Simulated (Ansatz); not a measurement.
What moves the pressure of N?

```
CELL_PARAMETERS angstrom
0.00000 2.09207 2.09207
2.09207 0.00000 2.09207
2.09207 2.09207 0.00000
ATOMIC_POSITIONS crystal
N 0.00000 0.00000 0.00000
N 0.25000 0.25000 0.25000
```

Atoms are numbered in the order listed.

The structure comes from a relaxation in the same program, started in the diamond type, and has space group Fd-3m. Whether it is a known phase or the ground state wasn't checked.

Level of theory: Ansatz 0.2.0, DFT, PBE, all-electron LAPW, scalar-relativistic.

Sampling and basis: a Γ-centred 13×13×13 k mesh, Fermi–Dirac smearing of 0.08 eV, basis error target 0.25 meV/atom, no spin polarisation.

In this reference run the pressure is 0.0 GPa (positive in compression). Each change below is made alone, on the same k mesh, with fractional coordinates held unless an atom is moved; x, y and z are the Cartesian axes.

Order the changes by the shift of the pressure, most negative first.
A. volume scaled by 1.025
B. volume scaled by 0.975
C. atom 1 (N) moved by (0.0300, 0.0000, 0.0000) Å
D. z strained by +4 % at fixed volume

A (-3.7 GPa), D (-0.6 GPa), C (-0.1 GPa), B (+4.1 GPa).
